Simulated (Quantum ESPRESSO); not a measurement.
Runs of Quantum ESPRESSO 7.5 on Fe. It takes space group Im-3m (No. 229, cubic). The conventional cell has a = 2.886 Å, b = 2.886 Å, c = 2.886 Å, α = 90.00°, β = 90.00°, γ = 90.00°. Fe (site symmetry m-3m) has 8 Fe at 2.50 Å as nearest neighbours. 

```csv
level,potentials or basis,form of the LDA correlation,gap on the mesh (eV),pressure (GPa),moment (μB)
LDA,GBRV 1.5 LDA,PZ81,none,0.1,2.07
BLYP,GBRV 1.5 PBE,-,none,0.0,2.45
revPBE,GBRV 1.5 PBE,-,none,0.0,(a)
AM05,GBRV 1.5 PBE,-,none,0.1,2.07
PBEsol,GBRV 1.5 PBEsol,-,none,0.1,2.07
```

Alike in all rows: task phonons; spin collinear, ferromagnetic start; cell relaxed; k mesh 9 × 9 × 9; cutoff (eV) 762; smearing cold 0.2 eV.

Question: Fill in the values left out.

Answer: (a) 2.33.

Caveats: the mesh is thin for the phonons of a metal; the q point doesn't lie on the k mesh, which can shift a metal's frequencies strongly unless the mesh is converged; the potentials were made for another functional, which shifts forces and pressure (some runs); some modes are imaginary (some runs).

A gap of «none» marks a metal or a gap under the smearing width.

Runs at the PBE level aren't shown here.
